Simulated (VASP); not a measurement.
Crystal: NaF (Villiaumite).

```xyz
2
Lattice="0.0000 2.3200 2.3200 2.3200 0.0000 2.3200 2.3200 2.3200 0.0000" Properties=species:S:1:pos:R:3 pbc="T T T"
Na    0.0000    0.0000    0.0000
F     2.3200    2.3200    2.3200
```

Base run:

```yaml
Program: VASP 6.6.1
Functional: HSE03
Potentials_or_basis: VASP PAW PBE potentials, release 64 (Na_pv, F)
Cutoff: 520 eV
k_mesh: 8 × 8 × 8
Occupations: gaussian, width 0.02 eV
Spin: no spin polarisation
```

Its results: band gap on the k mesh 8.15 eV, direct; pressure 0.0 GPa.

Question: The run is repeated on the same cell with these changes: functional from HSE03 to HSE06. What comes out?

Answer: Band gap on the k mesh 8.45 eV, direct; pressure 0.0 GPa.

Caveats: the PAW data sets were made with another functional, which shifts forces and pressure a little.
